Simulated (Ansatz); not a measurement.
Reaction (substitution at a C–C bond): `NCC(F)(F)F` + `[SiH3][SeH]` → `NC[Se][SiH3]` + trifluoromethane

Isolated molecules relaxed with PBE0-D4/def2-TZVP in Ansatz; ΔE leaves out vibrations. CBS: MP2 limit from def2 TZ/QZ plus the TZ coupled-cluster correction, frozen cores. This one scheme is used for every species. Functionals use def2-TZVPP. B3LYP here is the variant with VWN-RPA as its local correlation; programs differ in this. For Se outer-core shells are correlated without core-valence functions, which leaves a few kJ/mol of doubt a bond. Scalar relativity is left out up to krypton. Each species was taken in one conformer, which may not be the lowest.

| species | B3LYP-D4 energy (Eh) |
| --- | --- |
| `NCC(F)(F)F` | -433.11130 |
| `[SiH3][SeH]` | -2693.54418 |
| `NC[Se][SiH3]` | -2788.25148 |
| `FC(F)F` | -338.39676 |

Question: Work out ΔE.

Answer: ΔE = (-2788.25148) + (-338.39676) − (-433.11130) − (-2693.54418) = 0.00724 Eh = +4.5 kcal/mol. CCSD(T)/CBS gives +5.6 kcal/mol.

Question: What do rigid-rotor, harmonic-oscillator terms from PBE0-D4/def2-TZVP frequencies (298.15 K, 1 bar) make of the CCSD(T)/CBS value? (An estimate is asked.)

Answer: Computed: ΔZPE = +2.2 kcal/mol, ΔH = +7.7 kcal/mol, ΔS = -6 J/(mol·K), ΔG = +8.1 kcal/mol.

Largest T1 diagnostic among the species: 0.012.

From PBE to PBE0 (25 % exact exchange), in def2-TZVPP and without D4, ΔE moves by +1.3 kcal/mol. Leaving LDA and LC-ωPBE aside and taking each functional with its dispersion term where it has one, the values, not all of them listed here, spread over 4.3 kcal/mol, from revPBE-D4 to B97M-V. LDA lies +1.9 kcal/mol from PBE without D4. The D4 term adds −1.7 kcal/mol with B3LYP and −0.9 kcal/mol with PBE0; it sums over pairs of atoms, weighted by their polarisabilities, and B3LYP, whose exchange is more repulsive, gets the larger term.
